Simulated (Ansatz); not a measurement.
Al: a fit and a missing row

Al, P6_3/mmc, a = 2.850 Å, c = 4.637 Å. This isn't the element's structure at ambient conditions. Ansatz: PBEsol, PAW, 420 eV, Γ-centred 18×18×10 mesh on 2 atoms, Gaussian smearing 0.10 eV; no spin polarisation. Shape and atoms are relaxed at each volume; pressure is positive in compression.

```tsv
V (Å³/atom)	P (GPa)
15.332	5.59
15.822	2.57
16.311	0.01
16.800	-2.16
17.290	?
```

Q: Take V0 = 16.311 Å³/atom, count pressures from its P0 = 0.01 GPa, fit the third-order Birch–Murnaghan form to the other rows, and predict the missing pressure.

A: With the Eulerian strain f = ½[(V0/V)^(2/3) − 1] and y = (P − P0)/[3f(1 + 2f)^(5/2)], the form is the line y = B0 + 1.5 B0 (B0′ − 4) f. Rows (f, y): 0.02106, 79.7; 0.01025, 79.1; -0.00975, 77.9. Means f = 0.007187, y = 78.900; Σ(Δf)² = 0.0004887, ΣΔfΔy = 0.02865; the slope is their ratio. y = 78.48 + 58.62 f GPa, so B0 = 78.5 GPa and B0′ = 4 + 2 × (58.62)/(3 × 78.48) = 4.50. At V = 17.290, f = -0.01906, y = 77.36 and P = -4.00 GPa. The run gave -4.01 GPa, so the fit is 0.01 GPa too high, a small miss on the scale of the series. The form still works here, 33 % of the fitted range beyond its end.